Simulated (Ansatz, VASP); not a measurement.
**In in VASP and in Ansatz**

```
In
1.0
     3.31918    0.00000    0.00000
    -1.09171    3.03527    0.00000
    -1.09400   -1.48740    2.64882
In
1
Direct
  0.99419 0.97228 0.03730
```

Change from the starting cell: cell strained at random at fixed volume.

Alike in both runs: functional revPBE; dispersion D4; k mesh 10 × 10 × 10; occupations fermi-dirac, width 0.01 eV; no spin polarisation.

|  | VASP | Ansatz |
| --- | --- | --- |
| version | VASP 6.6.1 | Ansatz 0.2.0 |
| potentials or method | VASP PAW PBE potentials, release 64 (In_d), cutoff 520 eV | all-electron LAPW, scalar-relativistic |
| task | single point | band structure |

```tsv
	VASP	Ansatz	Ansatz less VASP
gap on the k mesh at the Fermi level (eV)	none	none	-
pressure (GPa)	-0.1	-0.2	-0.05
largest component of the traceless stress (GPa)	0.38	0.38	-0.005
dispersion energy (meV/atom)	-496.7	-496.9	-0.19
```

A gap of «none» marks a metal or a gap that the smearing closes. Ansatz ran all-electron here, so the differences hold the error of VASP's frozen core and of both bases.

Caveats: pairwise dispersion overbinds metals, which lowers pressure and volume; the PAW data sets were made with another functional, which shifts forces and pressure a little (VASP); spin-orbit coupling is left out, which moves the levels of the heavy elements (Ansatz).
